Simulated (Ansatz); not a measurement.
# Structure relaxation of Te

All numbers below come from DFT PBE, scalar-relativistic, plane waves, PAW in Ansatz. Cutoff 420 eV, Γ-centred k mesh, Gaussian smearing, no spin polarisation in the final step.

Te was placed on the sites of a reported C cell (P6_3/mmc, No. 194), at a guessed volume.

```xyz
8
Lattice="4.3862 0.0000 0.0000 -2.1931 3.7986 0.0000 0.0000 0.0000 14.3253" Properties=species:S:1:pos:R:3 pbc="T T T"
Te    0.0000    0.0000    1.3430
Te    0.0000    0.0000    8.5057
Te    0.0000    0.0000    5.8197
Te    0.0000    0.0000   12.9823
Te    0.0000    2.5324    2.2383
Te    2.1931    1.2662    9.4010
Te    0.0000    2.5324    4.9243
Te    2.1931    1.2662   12.0870
```

Cell and atoms relax at zero pressure; the relaxation can't lower the symmetry of the start. After a coarse first stage the cell is made exact in the group found at 0.06 Å.

Energies count from the standard state of Te at the same level.

(1) Which crystal results?

(2) What are its volume, energy, density and gap?

Answers

(1) It keeps P6_3/mmc (No. 194), but not the shape of the type it started on. Conventional cell: a = 4.961 Å, c = 21.503 Å. Te on Wyckoff site e (4 atoms of the primitive cell) has 3 Te at 2.96 Å; Te on Wyckoff site f (4 atoms of the primitive cell) is coordinated by 3 Te at 2.96 Å.

```cif
data_structure
_symmetry_space_group_name_H-M 'P6_3/mmc'
_symmetry_Int_Tables_number 194
_cell_length_a 4.9609
_cell_length_b 4.9609
_cell_length_c 21.5026
_cell_angle_alpha 90.000
_cell_angle_beta 90.000
_cell_angle_gamma 120.000
_cell_volume 458.30
loop_
_atom_site_label
_atom_site_type_symbol
_atom_site_symmetry_multiplicity
_atom_site_Wyckoff_symbol
_atom_site_fract_x
_atom_site_fract_y
_atom_site_fract_z
_atom_site_occupancy
Te1 Te 4 e 0.00000 0.00000 0.10523 1
Te2 Te 4 f 0.33333 0.66667 0.14022 1
```

(2) The volume per atom is 57.3 Å³. The density is 3.7 g/cm³. The energy over the standard structure is 0.28 eV/atom and the gap on the 9×9×2 mesh is 0 eV (a metal).

The final run used a 9×9×2 mesh on its 8-atom cell and 0.10 eV smearing. For metals, differences of a few meV/atom aren't resolved. Weakly bound directions are ill-defined at this level, which has no dispersion term. Spin–orbit coupling is left out. Symmetry constrained the relaxation, so the result can be a saddle point.

This form isn't the element's structure at ambient conditions.